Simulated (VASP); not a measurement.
InP: band structure with PBE

**Experimental background.**

From a printed reference work, data compilation, for a bulk crystal of InP at 1.6 K: band gap 1.4236 eV (direct).

The system is InP.

```
In P
1.0
     0.00000    2.93933    2.93933
     2.93933    0.00000    2.93933
     2.93933    2.93933    0.00000
In P
1 1
Cartesian
  0.0000 0.0000 0.0000
  1.4697 1.4697 1.4697
```

| Property | Result |
| --- | --- |
| Program | VASP 6.6.1 |
| Task | band structure |
| Functional | PBE |
| Potentials or basis | VASP PAW PBE potentials, release 64 (In_d, P) |
| Cutoff | 520 eV |
| k mesh | 8 × 8 × 8 |
| Occupations | gaussian, width 0.03 eV |
| Spin | no spin polarisation |
| Grid for exact exchange (PRECFOCK) | Fast |
| Further INCAR settings | ALGO = Normal; EDIFF = 1e-06 |

```
Pressure                : 2.6 GPa
Band gap on the k mesh  : 0.66 eV, direct
Band gap along the path : 0.66 eV, direct
```

Levels at points of the mesh, in eV from the valence-band top:
```csv
k point,band 7,band 8,band 9,band 10,band 11,band 12
"(0.00, 0.00, 0.00)",0.00,0.00,0.00,0.66,4.09,4.09
"(0.50, 0.00, 0.00)",-5.68,-0.96,-0.96,1.48,4.81,4.81
"(0.50, 0.50, 0.00)",-5.71,-2.29,-2.29,1.78,2.27,9.16
```

Wall time 4.8 s on 8 MPI ranks on Intel(R) Xeon(R) Platinum 8488C (Sapphire Rapids), with other jobs on the host, peak memory 0.2 GiB a rank.

A measured gap of InP is 1.4236 eV (direct; 1.6 K; a printed reference work, data compilation); the calculated 0.66 eV misses it by -0.76 eV. Spin-orbit coupling on In is left out. The value is that of PBE, without temperature or zero-point motion. Semilocal functionals fall short of measured gaps as a rule.

Caveat: spin-orbit coupling is left out, which moves the levels of the heavy elements.
